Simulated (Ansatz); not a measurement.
**Sodium, A15 under revPBE: structure and ground-state energy**

Aim: take sodium in the A15 structure, relax it, then solve it on a dense k-mesh. Spin polarisation is left out. The k-meshes are 4×4×4 for the relaxation; 5×5×5 for the dense run.

Method: DFT revPBE, plane waves (420 eV) with PAW, scalar-relativistic; the PAW data stem from PBE, with regenerated cores, in Ansatz 0.2.0.

## (1) Starting point

The structure is cubic, space group Pm-3n (No. 223). Conventional cell: a = 6.707 Å, b = 6.707 Å, c = 6.707 Å, α = 90.00°, β = 90.00°, γ = 90.00°. Na (site symmetry m-3) is surrounded by 12 Na at 3.75 Å. Na (site symmetry -4m2) has 6 Na at 3.35 to 3.75 Å as nearest neighbours.

Coordinates:

```cif
data_structure
_symmetry_space_group_name_H-M 'Pm-3n'
_symmetry_Int_Tables_number 223
_cell_length_a 6.7068
_cell_length_b 6.7068
_cell_length_c 6.7068
_cell_angle_alpha 90.000
_cell_angle_beta 90.000
_cell_angle_gamma 90.000
_cell_volume 301.68
loop_
_atom_site_label
_atom_site_type_symbol
_atom_site_symmetry_multiplicity
_atom_site_Wyckoff_symbol
_atom_site_fract_x
_atom_site_fract_y
_atom_site_fract_z
_atom_site_occupancy
Na1 Na 2 a 0.00000 0.00000 0.00000 1
Na2 Na 6 c 0.25000 0.00000 0.50000 1
```

## (2) Geometry optimisation

input.yaml reads:

```yaml
crystal:
  lattice:
    - [6.7067694446, 0.0, 0.0]
    - [0.0, 6.7067694446, 0.0]
    - [0.0, 0.0, 6.7067694446]
  atoms:
    - { symbol: Na, position: [0.0, 0.0, 0.0] }
    - { symbol: Na, position: [0.5, 0.5, 0.5] }
    - { symbol: Na, position: [0.25, 0.0, 0.5] }
    - { symbol: Na, position: [0.75, 0.0, 0.5] }
    - { symbol: Na, position: [0.5, 0.25, 0.0] }
    - { symbol: Na, position: [0.5, 0.75, 0.0] }
    - { symbol: Na, position: [0.0, 0.5, 0.25] }
    - { symbol: Na, position: [0.0, 0.5, 0.75] }
hamiltonian:
  xc: revpbe
  pseudopotentials:
    kind: paw
    azcp:
      Na: "pseudopotentials/Na.paw.azcp"
basis:
  ecutwfc: 420
  fft_grid_basis: typed
kpoints:
  mp_grid: { grid: [4, 4, 4], shift: [0, 0, 0] }
magnetization:
  spin_polarized: false
scf:
  occupations: { method: fermi_dirac, width: 0.1 }
relax:
  max_steps: 60
  f_tol: 0.01
  cell: {}
output:
  write_density: true
  write_potential: true
  elf: true
  volumetric_format: npy
```

On the command line:

```bash
$ ansatz run input.yaml --threads 4 --pin off --max-ram 8192MiB --backend cpu --events-out ev --progress --plain --runs-dir out
```

After this run come: The energy on a finer k-mesh.

**Question.** What will these runs give? Wanted: space group; conventional cell; volume; shortest distance; gap on the mesh; relative to bcc; highest ELF outside the cores.

**Answer**, as computed:

| quantity | value |
| --- | --- |
| space group (spins left aside) | Pm-3n (No. 223) |
| conventional cell | a = 6.816 Å |
| volume | 39.588 Å³/atom |
| shortest distance | 3.408 Å |
| gap on the mesh | none (levels filled in part) |
| relative to bcc | +13 meV/atom |
| highest ELF outside the cores | 0.57, 2.26 Å from the nearest atom |

In words: The relaxation enlarged the cell by 5.0 % in volume. It lies 13 meV/atom above the element's reference form at the same level (bcc, from a run of its own). No gap shows: it is a metal or semimetal at this level. Relaxation kept the symmetry; phonons were not checked.
